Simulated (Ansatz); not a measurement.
Ge in the 4H polytype structure was relaxed with 4 functionals in the plane-wave code Ansatz, cell and atoms free, the symmetry of the start kept (meshes: PBE 12×12×2, r2SCAN 6×6×2, PBEsol 6×6×2, LDA 6×6×2). (Calculated; spin-unpolarised; the phase may be known or hypothetical.)

The r2SCAN result:
```cif
data_structure
_symmetry_space_group_name_H-M 'P 1'
_symmetry_Int_Tables_number 1
_cell_length_a 4.0046
_cell_length_b 4.0046
_cell_length_c 13.1336
_cell_angle_alpha 90.000
_cell_angle_beta 90.000
_cell_angle_gamma 120.000
_cell_volume 182.40
loop_
_atom_site_label
_atom_site_type_symbol
_atom_site_fract_x
_atom_site_fract_y
_atom_site_fract_z
_atom_site_occupancy
Ge1 Ge 0.00000 0.00000 0.00049 1
Ge2 Ge 0.33333 0.66667 0.24959 1
Ge3 Ge 0.00000 0.00000 0.50049 1
Ge4 Ge 0.66667 0.33333 0.74959 1
Ge5 Ge 0.00000 0.00000 0.18701 1
Ge6 Ge 0.33333 0.66667 0.43791 1
Ge7 Ge 0.00000 0.00000 0.68701 1
Ge8 Ge 0.66667 0.33333 0.93791 1
```

It is hexagonal, P6_3/mmc (No. 194); a = 4.005 Å, c = 13.134 Å in the conventional setting, 22.80 Å³ an atom. Ge is surrounded by 4 Ge at 2.45 Å; Ge is surrounded by 4 Ge at 2.45–2.47 Å.

(1) How does the cell change with PBE?

(2) What lattice does PBEsol give?

(3) Held at the r2SCAN cell, what mean stress do LDA and PBE find, and does its sign point to their own minimum?

Answers

(1) a = 4.065 Å, c = 13.343 Å; the volume differs by +4.7 % from r2SCAN's. Around Ge lie 4 Ge at 2.49 Å; around Ge lie 4 Ge at 2.49–2.51 Å.

(2) a = 4.012 Å, c = 13.122 Å; the volume differs by +0.3 % from r2SCAN's. Ge has 4 Ge at 2.45–2.46 Å; Ge has 4 Ge at 2.46–2.47 Å.

(3) Yes. LDA -1.87 GPa, and its relaxed volume is -2.7 % from r2SCAN's; PBE +3.03 GPa, and its relaxed volume is +4.7 % from r2SCAN's. Compression counts positive, so a positive stress asks for a larger cell.
